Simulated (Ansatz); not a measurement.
**Chalcopyrite CuInS2**

Calculation: PBEsol (plane waves, PAW; Ansatz, a program for electronic structure).

Run with plane-wave cutoff 500 eV, 10×10×10 k mesh, Fermi–Dirac smearing 0.05 eV, no spin polarisation, scalar-relativistic PAW data made under PBE.

Cell (relaxed at this level):

```yaml
crystal:
  lattice:
    - [-2.74154, 2.74154, 5.52172]
    - [2.74154, -2.74154, 5.52172]
    - [2.74154, 2.74154, -5.52172]
  atoms:
    - { symbol: In, position: [0.50000, 0.50000, 0.00000] }
    - { symbol: In, position: [0.25000, 0.75000, 0.50000] }
    - { symbol: Cu, position: [0.00000, 0.00000, 0.00000] }
    - { symbol: Cu, position: [0.75000, 0.25000, 0.50000] }
    - { symbol: S, position: [0.87500, 0.90795, 0.53295] }
    - { symbol: S, position: [0.09205, 0.62500, 0.96705] }
    - { symbol: S, position: [0.37500, 0.34205, 0.46705] }
    - { symbol: S, position: [0.65795, 0.12500, 0.03295] }
```

```yaml
volume_per_atom: 20.75 Å³/atom
lattice_constant_a: 5.483 Å
c axis length: 11.043 Å
```

Measured, for comparison: lattice constant a 5.523 Å, lattice parameter c 11.133 Å (298 K, not corrected to a static lattice; as tabulated in Abstract on Scilit: Piezoelectric nonlinear optic CuGaS2 and CuInS2 crystal …). Computed (rounded) less measured: lattice constant a -0.7 %, lattice parameter c -0.8 %. A static lattice is as a rule a little smaller and stiffer than an uncorrected measurement, which can account for part of this.

Spin–orbit coupling is not included.

Static lattice: no zero-point or thermal effects.

It cost about 8 core-minutes (a rough figure) of CPU time.
